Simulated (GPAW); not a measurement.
# free-standing square Co monolayer, spacing 3.0 A: from the magnetic state to anisotropy

Aim: the anisotropy of free-standing square Co monolayer, spacing 3.0 A from the Kohn–Sham states of one collinear run.

Main program and level: GPAW 26.7.0; LDA; plane waves with GPAW's PAW setups, scalar-relativistic.

**1. Starting point**

The cell holds 1 atom: 1 Co. Its edges and angles: a = 3.000 Å, b = 3.000 Å, c = 14.000 Å, α = 90.0°, β = 90.0°, γ = 90.0°. model lattice. Vacuum lies along c.

**2. Self-consistent state**

All later steps read the density of this run.

Contents of order1.py:

```python
import json
import numpy as np
from ase import Atoms
from ase.parallel import paropen, parprint
from gpaw import GPAW

atoms = Atoms(['Co'],
    cell=[[3.0, 0.0, 0.0],
         [0.0, 3.0, 0.0],
         [0.0, 0.0, 14.0]],
    scaled_positions=[[0.0, 0.0, 0.5]],
    pbc=True,
    magmoms=[2.0])
atoms.calc = GPAW(mode={'name': 'pw', 'ecut': 550},
    xc='LDA',
    kpts={'size': (10, 10, 1), 'gamma': True},
    occupations={'name': 'fermi-dirac', 'width': 0.1},
    convergence={'density': 1e-05, 'energy': 1e-05},
    maxiter=200,
    symmetry={'tolerance': 1e-4},
    txt='order1.txt')
e = atoms.get_potential_energy(force_consistent=True)
res = {'free_energy': e, 'energy_sigma0': atoms.get_potential_energy(), 'fermi_energy': atoms.calc.get_fermi_level()}
res['moments'] = atoms.get_magnetic_moments().tolist()
res['total'] = atoms.get_magnetic_moment()
parprint('site moments (muB):', np.round(res['moments'], 3))
parprint(f"total moment: {res['total']:.3f} muB")
parprint(f'free energy: {e:.6f} eV')
atoms.calc.write('order1.gpw')
with paropen('results.json', 'w') as f:
    json.dump(res, f)
```

Started as:

```
$ OMP_NUM_THREADS=1 python3 order1.py > order1.log
```

Log:

```text
site moments (muB): [2.091]
total moment: 2.228 muB
free energy: -5.260725 eV

--- order1.txt ---
Input parameters:
  mode=PW(ecut=550),
  convergence={'density': 1e-05, 'energy': 1e-05},
  kpts=MonkhorstPack(size=(10, 10, 1), gamma=True),
  maxiter=200,
  occupations=Occupations(name='fermi-dirac', width=0.1),
  symmetry=Symmetry(tolerance=0.0001),
  xc=XC(name='LDA')

Diagonalizing LCAO Hamiltonian
Converting LCAO to pw mode
   .------.
  /|      |
 * |      |
 | |      |
 | |      |
 | |      |
 | |      |
 | |      |
 | |      |
 | |      |
 Co|      |
 | |      |
 | |      |
 | |      |
 | |      |
 | |      |
 | |      |
 | .------.
 |/      /
 *------*

Atoms  # Å, Bohr magnetons
|   | symbol |        x |        y |        z |    initial magnetic moments |
|---|--------|----------|----------|----------|-----------------------------|
| 0 |     Co | 0.000000 | 0.000000 | 7.000000 | ( 0.0000,  0.0000,  2.0000) |

Unit cell  # Å
| periodic |        x |        y |         z |   lengths |    angles |
|----------|----------|----------|-----------|-----------|-----------|
|      yes | 3.000000 | 0.000000 |  0.000000 |  3.000000 | 90.000000 |
|      yes | 0.000000 | 3.000000 |  0.000000 |  3.000000 | 90.000000 |
|      yes | 0.000000 | 0.000000 | 14.000000 | 14.000000 | 90.000000 |

Number of symmetries: 16

BZ-sampling:
  Number of BZ points: 100
  Number of IBZ points: 21

  Monkhorst-Pack size: [10, 10, 1]
  Monkhorst-Pack shift: [0.05, 0.05, 0.0]

Plane wave coefficients: 3716
Cutoff: 550.0 eV

Spin-components: 2 (collinear spins)
Bands:           9
Projectors:      6
Spin-degeneracy: 1
Datatype:        complex128

Parallelization:
  kpt:    1
  domain: 1
  band:   1

Density:
  Valence electrons: 9.0
  Components: 2
  Grid points: [18 18 80]
  Charge: 0.0  # |e|

Potential:
  Grid points: [18 18 80]

[... setups left out ...]
Reference energy: -37838.266704  # eV

eigensolver:
  PPCG
  Converge bands: occupied
  niter=2

density mixing:
  MSR1-Mixer
  Pratt-step length: 0.05
  Maximum mixing coefficient: 0.75
  Old densities: 10
  SVD Regularization: 0.005
  Good broyden scale: 1.0
  Trust region scale: 1.0
  Backstep threshold: 4.0
  History deletion threshold: 6.0
  Fourier metric: weight=20.0, sigma=0.015

occupation numbers:
  Fermi-Dirac:
    width: 0.1000  # eV

poisson solver:
  ecut: 4400.0  # eV

xc functional:
  name: None

convergence criteria:
- Maximum integral of absolute [dens]ity change: 1e-05 electrons / valence electron
- Maximum [total energy] change in last 3 cyles: 1e-05 eV / valence electron
- Maximum integral of absolute [eigenst]ate change: 4e-08 eV^2 / valence electron
maximum number of iterations: 200

SCF iterations
|iter     |      energy | eigst |  dens |  magmom |
|---------|-------------|-------|-------|---------|
|iter:   1|       0s |   -5.951730 | -0.28 |       |  +2.0028|
|iter:   2|       1s |   -5.515928 | -1.08 | -0.68 |  +1.9897|
|iter:   3|       1s |   -5.156552 | -0.66 | -0.85 |  +1.9922|
|iter:   4|       2s |   -5.161362 | -2.64 | -1.26 |  +2.0391|
|iter:   5|       3s |   -5.172826 | -2.60 | -1.36 |  +2.1428|
|iter:   6|       3s |   -5.179239 | -2.92 | -1.69 |  +2.2177|
|iter:   7|       4s |   -5.179652 | -3.64 | -2.14 |  +2.2315|
|iter:   8|       5s |   -5.179621 | -4.55 | -2.56 |  +2.2303|
|iter:   9|       5s |   -5.179619c| -5.10 | -2.90 |  +2.2288|
|iter:  10|       6s |   -5.179630c| -5.77 | -3.47 |  +2.2280|
|iter:  11|       7s |   -5.179642c| -6.65 | -3.65 |  +2.2281|
|iter:  12|       7s |   -5.179655c| -6.68 | -3.94 |  +2.2281|
|iter:  13|       8s |   -5.179653c| -7.71c| -4.54 |  +2.2281|
|iter:  14|       8s |   -5.179653c| -8.31c| -5.09c|  +2.2281|

Converged in 14 steps
Energy contributions relative to reference atoms: (reference = -37838.266704)

Energy contributions:
  Kinetic:           8.467546
  Coulomb:          -7.039169
  Zero:             -0.081137
  External:          0.000000
  Xc:               -6.445822
  Entropy:          -0.162142
  Spinorbit:         0.000000
  ----------------------------
  Free energy:      -5.260725
  Extrapolated:     -5.179653

dipole moment: (-8.016100, -8.016100, -0.000006)  # |e|*Ang

Total magnetic moment: (0.000000, 0.000000, 2.228105)

Local magnetic moments
|        x |        y |        z |
|----------|----------|----------|
| 0.000000 | 0.000000 | 2.091024 |  # Co   0

Fermi level: -3.396
Eigenvalues  # (at kpt = [0.000, 0.000, 0.000])
| band index |      eig [eV] | occ [0-1] |      eig [eV] | occ [0-1] |
|------------|---------------|-----------|---------------|-----------|
|          0 |        -7.149 |     1.000 |        -6.718 |     1.000 |
|          1 |        -5.926 |     1.000 |        -4.293 |     1.000 |
|          2 |        -5.497 |     1.000 |        -3.649 |     0.926 |
|          3 |        -5.129 |     1.000 |        -3.134 |     0.067 |
|          4 |        -5.129 |     1.000 |        -3.134 |     0.067 |
|          5 |        -5.093 |     1.000 |        -2.831 |     0.003 |
|          6 |        -1.984 |     0.000 |        -1.830 |     0.000 |
|          7 |         1.017 |     0.000 |         1.063 |     0.000 |
|          8 |         2.240 |     0.000 |         2.271 |     0.000 |

No gap
No difference between direct/indirect transitions
```

Elapsed: 12 s, on 1 MPI rank of AMD EPYC 9R45, shared host; peak memory 0.21 GiB.

Numbers from this step:

* magnetization: 2.228 μB
* final state: ferromagnetic
* largest moment: 2.091 μB

After 14 cycles the largest moment stands at 2.09 μB.

**3. Non-self-consistent run**

The steps that follow sum over empty states, which the ground-state run does not converge; 9 states a spin are converged here at the frozen density and written with their wave functions.

It starts from the saved density of the lowest of the states tried.

Contents of nscf.py:

```python
from gpaw import GPAW

calc = GPAW('order1.gpw').fixed_density(
    kpts={'size': (10, 10, 1), 'gamma': True},
    nbands=13,
    convergence={'bands': 9, 'eigenstates': 1e-9},
    eigensolver='ppcg',
    parallel={'domain': 1},
    txt='nscf.txt')
calc.write('nscf.gpw', mode='all')
```

Started as:

```
$ OMP_NUM_THREADS=1 python3 nscf.py > nscf.log
```

Log:

```text
Input parameters:
  mode=PW(ecut=550),
  convergence={'bands': 9, 'eigenstates': 1e-09},
  eigensolver=PPCG(niter=2, min_niter=1, max_buffer_mem=209715200, blocksize=None, rr_modulo=5, include_cg=True, promote_inner_dtype=False, tolerances=None),
  gpts=array([18, 18, 80]),
  kpts=MonkhorstPack(size=(10, 10, 1), gamma=True),
  maxiter=200,
  nbands=13,
  occupations=Occupations(name='fermi-dirac', width=0.1),
  parallel={'domain': 1},
  symmetry=Symmetry(tolerance=0.0001),
  xc=XC(name='LDA')
```

It took 16 s on 1 MPI rank; peak memory 0.24 GiB.

**4. Magnetocrystalline anisotropy**

Spin–orbit coupling is added in the basis of the saved states for each direction of the moments. The change in the band energy is the anisotropy energy, with no new self-consistent run.

Contents of anisotropy.py:

```python
import json
import numpy as np
from ase.parallel import paropen, parprint
from gpaw import GPAW
from gpaw.spinorbit import soc_eigenstates

calc = GPAW('nscf.gpw')
angles = [[0.0, 0.0], [90.0, 0.0], [90.0, 90.0]]  # theta, phi in degrees
res = {'rows': []}
for scale in [1.0]:
    e0 = None
    for theta, phi in angles:
        soc = soc_eigenstates(calc, n2=9, scale=scale, theta=theta, phi=phi)
        e = soc.calculate_band_energy()
        e0 = e if e0 is None else e0
        orbital = soc.get_orbital_magnetic_moments()
        res['rows'].append([scale, theta, phi, 1000 * (e - e0), orbital.tolist()])
        parprint(f'scale {scale} theta {theta:6.1f} phi {phi:6.1f}  dE = {1000 * (e - e0):9.4f} meV  |L| =', np.round(np.linalg.norm(orbital, axis=1), 4))
with paropen('results.json', 'w') as f:
    json.dump(res, f)
```

Started as:

```
$ OMP_NUM_THREADS=1 python3 anisotropy.py > anisotropy.log
```

Log:

```text
scale 1.0 theta    0.0 phi    0.0  dE =    0.0000 meV  |L| = [0.3132]
scale 1.0 theta   90.0 phi    0.0  dE =   -4.9800 meV  |L| = [0.4691]
scale 1.0 theta   90.0 phi   90.0  dE =   -4.9800 meV  |L| = [0.4691]
```

Wall time 2.5 s (1 MPI rank); peak memory 0.16 GiB.

Directions, in the order of the table: the normal; the first cell vector; the in-plane normal to it.

Theta from the Cartesian z axis, phi from x; spin up lies along the direction. Anisotropy, by row:

```
spin-orbit scale  theta (degrees)  phi (degrees)  band energy less the first direction's (meV a cell)  orbital moment of atom 1 along the direction (μB)  sum of orbital moments along the direction (μB a cell)
               1                0              0                                                    0                                             0.3132                                                  0.3132
               1               90              0                                                -4.98                                             0.4691                                                  0.4691
               1               90             90                                                -4.98                                             0.4691                                                  0.4691
```

**5. Summary of results**

| Property | Result |
| --- | --- |
| state | ferromagnetic |
| largest site moment | 2.09 μB |
| spread of the directions' energies | 4.98 meV a cell |
| easiest direction tried | the plane normal to the layer's normal |

What this shows: About the ferromagnetic state the directions differ by 4.98 meV a cell, with the plane normal to the layer's normal easiest. The anisotropy comes from the force theorem at a frozen potential; it needs a check on a finer mesh, and shape anisotropy is not in it.

[Logs and program files are shortened in this print: banners, set-up blocks, solver, clock and traceback lines can be left out without a mark of their own.]

[Logs are printed without paths, hosts, clocks, repeated set-up lines and the standing remarks that a program may print on its own settings, such as how far it seeks lower states.]

[Hosts, paths, dates, database ids (printed as entryN), source tags and the programs' standing remarks are cut or masked in the printed files.]

[Where a cell is said to come from a database of computed structures, the database is the Materials Project.]
